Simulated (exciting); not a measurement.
# B (Pm-3m) in exciting: single point with r2SCAN

Aim: the single point of B with r2SCAN.

Everything below comes from runs of exciting (release sodium). Logs are shortened: lines on timing, memory, paths and dates and some standing lists are left out, and cuts for length are marked.

### 1 Starting point

The structure is cubic, space group Pm-3m (No. 221). Conventional cell: a = 1.885 Å, b = 1.885 Å, c = 1.885 Å, α = 90.00°, β = 90.00°, γ = 90.00°. B (site symmetry m-3m) has 6 B at 1.89 Å as nearest neighbours.

The cell was built by a generator and needn't be a form met in nature.

### 2 Single point, r2SCAN

Input file run_exciting.py:

```python
import subprocess
import xml.etree.ElementTree as ET
from ase.io import read
from ase.units import Bohr

atoms = read("B.cif")
rmt = {'B': 1.45}  # bohr
tasks = """
<groundstate do="fromscratch" ngridk="14 14 14" rgkmax="6" gmaxvr="14" lmaxapw="10" lmaxmat="10" lmaxvr="8" stype="Methfessel-Paxton 1" swidth="0.00099958" nempty="8" ValenceRelativity="zora" epsengy="1e-05" epspot="1e-05" maxscl="60" outputlevel="normal" beta0="0.2">
  <libxc exchange="XC_GGA_X_PBE" correlation="XC_GGA_C_PBE"/>
  <mgga exchange="XC_MGGA_X_R2SCAN" correlation="XC_MGGA_C_R2SCAN"/>
</groundstate>
"""

root = ET.Element("input")
ET.SubElement(root, "title").text = "B"
structure = ET.SubElement(root, "structure", speciespath="./", tshift="false")
crystal = ET.SubElement(structure, "crystal", scale="1.0")
for vector in atoms.cell / Bohr:
    ET.SubElement(crystal, "basevect").text = " ".join(f"{x:.12f}" for x in vector)
symbols = atoms.get_chemical_symbols()
for element in dict.fromkeys(symbols):
    species = ET.SubElement(structure, "species", speciesfile=element + ".xml", rmt=str(rmt[element]))
    for symbol, position in zip(symbols, atoms.get_scaled_positions(wrap=False)):
        if symbol == element:
            ET.SubElement(species, "atom", coord=" ".join(f"{x:.12f}" for x in position))
root.extend(ET.fromstring("<tasks>" + tasks + "</tasks>"))
ET.indent(root)
ET.ElementTree(root).write("input.xml")
subprocess.run(["exciting_smp"], check=True)
```

Input file B.cif:

```cif
data_B
_cell_length_a 1.88524000
_cell_length_b 1.88524000
_cell_length_c 1.88524000
_cell_angle_alpha 90.00000000
_cell_angle_beta 90.00000000
_cell_angle_gamma 90.00000000
_space_group_name_H-M_alt 'P1'
_space_group_name_Hall 'P 1'
_space_group_IT_number 1
loop_
_space_group_symop_operation_xyz
'x,y,z'
loop_
_atom_site_label
_atom_site_type_symbol
_atom_site_symmetry_multiplicity
_atom_site_Wyckoff_symbol
_atom_site_fract_x
_atom_site_fract_y
_atom_site_fract_z
_atom_site_occupancy
B1 B 1 a 0.5000000000 0.5000000000 0.5000000000 1
```

Potentials or basis: all-electron LAPW+lo, shipped species files, valence relativity zora.

On the command line:

```
> OMP_NUM_THREADS=1 python run_exciting.py
```

Output:

```text
================================================================================
EXCITING SODIUM started
[... 10 lines left out ...]

 Lattice vectors (cartesian) :
      3.5625872815      0.0000000000      0.0000000000
      0.0000000000      3.5625872815      0.0000000000
      0.0000000000      0.0000000000      3.5625872815

 Reciprocal lattice vectors (cartesian) :
      1.7636579291      0.0000000000      0.0000000000
      0.0000000000      1.7636579291      0.0000000000
      0.0000000000      0.0000000000      1.7636579291

 Unit cell volume                           :      45.2164580209
 Brillouin zone volume                      :       5.4858391015

 Species :    1 (B)
     parameters loaded from                 :    B.xml
     name                                   :    boron
     nuclear charge                         :      -5.00000000
     electronic charge                      :       5.00000000
     atomic mass                            :   19707.24741000
     muffin-tin radius                      :       1.45000000
     # of radial points in muffin-tin       :     250

     atomic positions (lattice) :
       1 :   0.50000000  0.50000000  0.50000000

 Total number of atoms per unit cell        :       1

 Spin treatment                             :    spin-unpolarised

 Number of Bravais lattice symmetries       :      48
 Number of crystal symmetries               :      48

 k-point grid                               :      14   14   14
 Total number of k-points                   :     120
 k-point set is reduced with crystal symmetries

 R^MT_min * |G+k|_max (rgkmax)              :       6.00000000
 Species with R^MT_min                      :       1 (B)
 Maximum |G+k| for APW functions            :       4.13793103
 Maximum |G| for potential and density      :      14.00000000

 G-vector grid sizes                        :      16    16    16
 Total number of G-vectors                  :    2103

 Maximum angular momentum used for
     APW functions                          :      10
     computing H and O matrix elements      :      10
     potential and density                  :       8
     inner part of muffin-tin               :       2

 Total nuclear charge                       :      -5.00000000
 Total electronic charge                    :       5.00000000
 Total core charge                          :       2.00000000
 Total valence charge                       :       3.00000000

 Number of empty states                     :       8
 Total number of valence states             :      10

 Maximum Hamiltonian size                   :      64
 Maximum number of plane-waves              :      60
 Total number of local-orbitals             :       4

 Exchange-correlation type                  :     100
     libxc; exchange: Re-regularized SCAN exchange by Furness et al; correlation: Re-regularized SCAN correlation by Furness et al (see libxc for references)
 GGA functional to construct the basis      :
     libxc; exchange: Perdew, Burke & Ernzerhof; correlation: Perdew, Burke & Ernzerhof (see libxc for references)

 Smearing scheme                            :    Methfessel-Paxton order 1, Phys. Rev. B 40, 3616 (1989)
 Smearing width                             :       0.00099958

 Using multisecant Broyden potential mixing
[... 6 lines left out ...]
* Groundstate module started                                                   *
********************************************************************************
 Output level for this task is set to normal

++++++++++++++++++++++++++++++++++++++++++++++++++++++++++++++++++++++++++++++++
[... 5 lines left out ...]
+ SCF iteration number :    1                                                  +
++++++++++++++++++++++++++++++++++++++++++++++++++++++++++++++++++++++++++++++++
 Total energy                               :       -24.82829798
 _______________________________________________________________
 Fermi energy                               :         0.34210923
 Kinetic energy                             :        24.71038372
 Coulomb energy                             :       -45.46053910
 Exchange energy                            :        -3.89452120
 Correlation energy                         :        -0.18362141

 DOS at Fermi energy (states/Ha/cell)       :        37.53064964

 Electron charges :
     core                                   :         2.00000000
     core leakage                           :         0.00074970
     valence                                :         3.00000000
     interstitial                           :         1.83376488
     charge in muffin-tin spheres :
                  atom     1     B          :         3.16623512
     total charge in muffin-tins            :         3.16623512
     total charge                           :         5.00000000

++++++++++++++++++++++++++++++++++++++++++++++++++++++++++++++++++++++++++++++++
+ SCF iteration number :    2                                                  +
++++++++++++++++++++++++++++++++++++++++++++++++++++++++++++++++++++++++++++++++
 Total energy                               :       -24.80439686
 _______________________________________________________________
 Fermi energy                               :         0.34376387
 Kinetic energy                             :        24.67941596
 Coulomb energy                             :       -45.40899245
 Exchange energy                            :        -3.89123068
 Correlation energy                         :        -0.18358968

 DOS at Fermi energy (states/Ha/cell)       :        28.62277915

 Electron charges :
     core                                   :         2.00000000
     core leakage                           :         0.00075669
     valence                                :         3.00000000
     interstitial                           :         1.85357694
     charge in muffin-tin spheres :
                  atom     1     B          :         3.14642306
     total charge in muffin-tins            :         3.14642306
     total charge                           :         5.00000000
[... 487 lines left out ...]
 RMS change in effective potential (target) :  0.544589E-05  ( 0.100000E-04)
 Absolute change in total energy   (target) :  0.743583E-10  ( 0.100000E-04)
 Charge distance                   (target) :  0.174056E-10  ( 0.100000E-04)

++++++++++++++++++++++++++++++++++++++++++++++++++++++++++++++++++++++++++++++++
+ SCF iteration number :   21                                                  +
++++++++++++++++++++++++++++++++++++++++++++++++++++++++++++++++++++++++++++++++
 Total energy                               :       -24.82795822
 _______________________________________________________________
 Fermi energy                               :         0.34366164
 Kinetic energy                             :        24.66527019
 Coulomb energy                             :       -45.41756458
 Exchange energy                            :        -3.89216050
 Correlation energy                         :        -0.18350333

 DOS at Fermi energy (states/Ha/cell)       :        28.53209307

 Electron charges :
     core                                   :         2.00000000
     core leakage                           :         0.00075169
     valence                                :         3.00000000
     interstitial                           :         1.85314202
     charge in muffin-tin spheres :
                  atom     1     B          :         3.14685798
     total charge in muffin-tins            :         3.14685798
     total charge                           :         5.00000000

 RMS change in effective potential (target) :  0.124238E-05  ( 0.100000E-04)
 Absolute change in total energy   (target) :  0.506546E-10  ( 0.100000E-04)
 Charge distance                   (target) :  0.692712E-11  ( 0.100000E-04)

++++++++++++++++++++++++++++++++++++++++++++++++++++++++++++++++++++++++++++++++
| Convergency criteria checked for the last 2 iterations                       +
| Convergence targets achieved. Performing final SCF iteration                 +
++++++++++++++++++++++++++++++++++++++++++++++++++++++++++++++++++++++++++++++++
 Total energy                               :       -24.82795822
 _______________________________________________________________
 Fermi energy                               :         0.34366164
 Kinetic energy                             :        24.66527019
 Coulomb energy                             :       -45.41756458
 Exchange energy                            :        -3.89216050
 Correlation energy                         :        -0.18350333

 DOS at Fermi energy (states/Ha/cell)       :        28.53209305

 Electron charges :
     core                                   :         2.00000000
     core leakage                           :         0.00075169
     valence                                :         3.00000000
     interstitial                           :         1.85314202
     charge in muffin-tin spheres :
                  atom     1     B          :         3.14685798
     total charge in muffin-tins            :         3.14685798
     total charge                           :         5.00000000

++++++++++++++++++++++++++++++++++++++++++++++++++++++++++++++++++++++++++++++++
[... 7 lines left out ...]

--------------------------------------------------------------------------------
- CAUTION! Warnings have been written in file WARNING.OUT !                    -
--------------------------------------------------------------------------------
================================================================================
| EXCITING SODIUM stopped                                                      =
================================================================================
```

Run time: 40 s. Hardware: 1 thread of AMD EPYC 7R13 (Zen 3), shared host; peak memory 0.17 GiB.

What came out:

| Quantity | Value |
| --- | --- |
| Band gap on the k mesh | none (metal or under the smearing width) |
| All electrons inside the program's atomic spheres | B 3.15 (radii B 1.45 bohr) |

Levels at points of the mesh, in eV from the Fermi level:
```csv
k point,band 1,band 2,band 3,band 4,band 5
"(0.00, 0.00, 0.00)",-16.81,14.70,14.70,14.70,25.04
"(0.50, 0.00, 0.00)",-8.64,-6.76,18.93,18.93,32.49
"(0.50, 0.50, 0.00)",-2.02,-2.02,4.44,8.75,22.41
"(0.50, 0.50, 0.50)",3.79,3.79,3.79,17.19,17.19
```

Caveat: this version's total energy under meta-GGAs is doubtful, so none is listed.
